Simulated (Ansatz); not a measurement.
Ir: stiffness from a series of strains

```yaml
crystal:
  lattice:
    - [0.00000, 1.91970, 1.91970]
    - [1.91970, 0.00000, 1.91970]
    - [1.91970, 1.91970, 0.00000]
  atoms:
    - { symbol: Ir, position: [0.00000, 0.00000, 0.00000] }
```

The cell comes from COD entry 9008470, which wasn't checked; take it as a given geometry.

No spin–orbit coupling, which matters for the heavy atoms here.

All numbers below come from DFT, PBE, all-electron LAPW, scalar-relativistic in Ansatz 0.2.0.

Sampling and basis: a Γ-centred 15×15×15 k mesh, Fermi–Dirac smearing of 0.05 eV, basis error target 0.5 meV/atom, no spin polarisation.

The strain is applied along the Cartesian axes of the cell as listed (γ is the engineering shear, twice εxy = εyz = εzx). Fractional coordinates are held (clamped ions).

σ is the change of stress from the unstrained cell, which is at 8.85 GPa; tension is positive, so slopes are stress–strain coefficients at that pressure. In a metal the k mesh adds noise.

Only quantities that a quadratic follows smoothly over the whole series are listed; rougher ones are left out.

```tsv
γ	σxy (GPa)
-0.0300	-8.40
-0.0200	-5.61
-0.0100	-2.81
0.0000	0.00
0.0100	2.85
0.0300	8.66
```

Problem. Fit the series and read off the stiffness at zero strain.

Solution. Least-squares fits y = p0 + p1 x + p2 x² to the rows give σxy (GPa): p1 = 284, p2 = 140. So C44 (clamped ions) = 284 GPa.

Problem. One run, at γ = 0.0200, is withheld. Predict its row.

Solution. The fits give 5.74; the run gave 5.76.
